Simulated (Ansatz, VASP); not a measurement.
## One calculation of MgSiN, two programs

```xyz
3
Lattice="4.3112 0.0000 0.0000 -2.1556 3.7336 0.0000 0.0000 0.0000 2.7524" Properties=species:S:1:pos:R:3 pbc="T T T"
Mg    0.0000    0.0000    0.0000
Si    0.0000    2.4891    0.0000
N     2.1556    1.2445    1.3762
```

Change from the starting cell: species swapped into the ErHSe type (P-6m2, No. 187).

Alike in both runs: task relaxation of cell and atoms; functional PBE; k mesh 12 × 12 × 16; occupations gaussian, width 0.1 eV; no spin polarisation.

```csv
,VASP,Ansatz
version,VASP 6.6.1,Ansatz 0.2.0
potentials or method,"VASP PAW PBE potentials, release 64 (Mg, Si, N)","scalar-relativistic, plane waves, PAW"
plane-wave cutoff (eV),600,420
valence electrons in the cell,11,19
```

|  | VASP | Ansatz | Ansatz less VASP |
| --- | --- | --- | --- |
| gap on the k mesh at the Fermi level, each at its own relaxed structure (eV) | none | none | - |
| relaxed volume (Å³/atom) | 14.51 | 14.54 | +0.025 |
| relaxed cell length with the largest relative difference (Å) | 2.621 | 2.624 | +0.0026 |
| energy change over the relaxation (meV/atom) | -14 | -14 | +0.1 |

A gap of «none» marks a metal or a gap that the smearing closes. The two sets of potentials don't hold the same shells in valence.
